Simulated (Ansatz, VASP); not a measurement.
Two plane-wave programs on Mg

Contents of INCAR:

```
SYSTEM = Mg
  PREC = Accurate
  ENCUT = 600
  EDIFF = 1E-7
  ISMEAR = -1
  SIGMA = 0.1
  LREAL = .FALSE.
  LASPH = .TRUE.
  NELM = 60
  ALGO = Normal
  ISIF = 3
  LWAVE = .FALSE.
  LCHARG = .FALSE.
  GGA = PE
  IBRION = 2
  NSW = 60
  EDIFFG = -0.005
```

Contents of KPOINTS:

```
regular mesh
0
G
  12 12 12
  0 0 0
```

File POSCAR:

```
Mg
1.0
    0.0000000000      3.0606187252      3.0606187252
    3.0606187252      0.0000000000      3.0606187252
    3.0606187252      3.0606187252      0.0000000000
Mg
2
Direct
   -0.1250000000     -0.1250000000     -0.1250000000
    0.1250000000      0.1250000000      0.1250000000
```

Input for Ansatz:

```yaml
crystal:
  lattice:
    - [0.0, 3.0606187252, 3.0606187252]
    - [3.0606187252, 0.0, 3.0606187252]
    - [3.0606187252, 3.0606187252, 0.0]
  atoms:
    - { symbol: Mg, position: [-0.125, -0.125, -0.125] }
    - { symbol: Mg, position: [0.125, 0.125, 0.125] }
kpoints:
  mp_grid: { grid: [12, 12, 12] }
scf:
  occupations: { method: fermi_dirac, width: 0.1 }
hamiltonian:
  xc: pbe
  pseudopotentials: { kind: paw }
output:
  forces: true
  stress: true
relax:
  f_tol: 0.005
  max_steps: 40
  cell: {}
```

Alike in both runs: task relaxation of cell and atoms; functional PBE; k mesh 12 × 12 × 12; occupations fermi-dirac, width 0.1 eV; no spin polarisation.

```csv
,VASP,Ansatz
version,VASP 6.6.1,Ansatz 0.2.0
potentials or method,"VASP PAW PBE potentials, release 64 (Mg)","PAW with Ansatz's default frozen-core files, scalar-relativistic"
plane-wave cutoff (eV),600,420
valence electrons in the cell,4,20
```

Ansatz gave:

```
relaxed volume (Å³/atom)                                     : 40.48
relaxed cell length with the largest relative difference (Å) : 4.856
energy change over the relaxation (meV/atom)                 : -205
```

Q: What did VASP give for the same quantities?

A: Relaxed volume (Å³/atom): 40.50; relaxed cell length with the largest relative difference (Å): 4.856; energy change over the relaxation (meV/atom): -205.

The two sets of potentials don't hold the same shells in valence.

Caveats: the volume moved by over 15 % at a fixed basis, so the end points are rough (VASP).
